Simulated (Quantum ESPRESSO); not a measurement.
Wanted: the native input for a Quantum ESPRESSO 7.5 run.

| Property | Result |
| --- | --- |
| Task | single point |
| Functional | PBE |
| Potentials or basis | PseudoDojo 0.4.1 SR PBE standard |
| Cutoff | 1061 eV |
| Density cutoff | 4245 eV |
| k mesh | 10 × 10 × 10 |
| Occupations | gaussian, width 0.01 eV |
| Spin | no spin polarisation |
| Mixing beta | 0.5 |
| Most SCF iterations | 120 |
| SCF threshold | 4e-10 Ry |

The system is Ge.

```
CELL_PARAMETERS angstrom
0.00000 2.85862 2.94294
2.85862 0.00000 2.94294
2.85862 2.85862 0.00000
ATOMIC_POSITIONS crystal
Ge 0.00000 0.00000 0.00000
Ge 0.25000 0.25000 0.25000
```

One way to write it, as run:

pw.in

```
&CONTROL
  calculation = 'scf'
  prefix = 'pwscf'
  outdir = './tmp'
  pseudo_dir = './pseudo'
  tprnfor = .true.
  tstress = .true.
  disk_io = 'nowf'
/
&SYSTEM
  ibrav = 0
  nat = 2
  ntyp = 1
  ecutwfc = 78
  nbnd = 21
  occupations = 'smearing'
  smearing = 'gaussian'
  degauss = 0.00073499
/
&ELECTRONS
  conv_thr = 4d-10
  electron_maxstep = 120
  mixing_beta = 0.5
/
ATOMIC_SPECIES
Ge    72.6300 Ge.upf
CELL_PARAMETERS angstrom
   0.0000000000    2.8586250000    2.9429400000
   2.8586250000    0.0000000000    2.9429400000
   2.8586250000    2.8586250000    0.0000000000
ATOMIC_POSITIONS crystal
Ge     0.0000000000    0.0000000000    0.0000000000
Ge     0.2500000000    0.2500000000    0.2500000000
K_POINTS automatic
10 10 10 0 0 0
```

Potentials or basis: PseudoDojo 0.4.1 SR PBE standard.

The run is started by

```bash
$ OMP_NUM_THREADS=1 pw.x -in pw.in > pw.out
```

Results of the run:

```
Pressure               : -0.3 GPa
Band gap on the k mesh : none (metal or under the smearing width)
```

It took 3 min on 1 thread of Intel(R) Xeon(R) Platinum 8375C CPU @ 2.90GHz (Ice Lake), with other jobs on the host, peak memory 0.19 GiB.
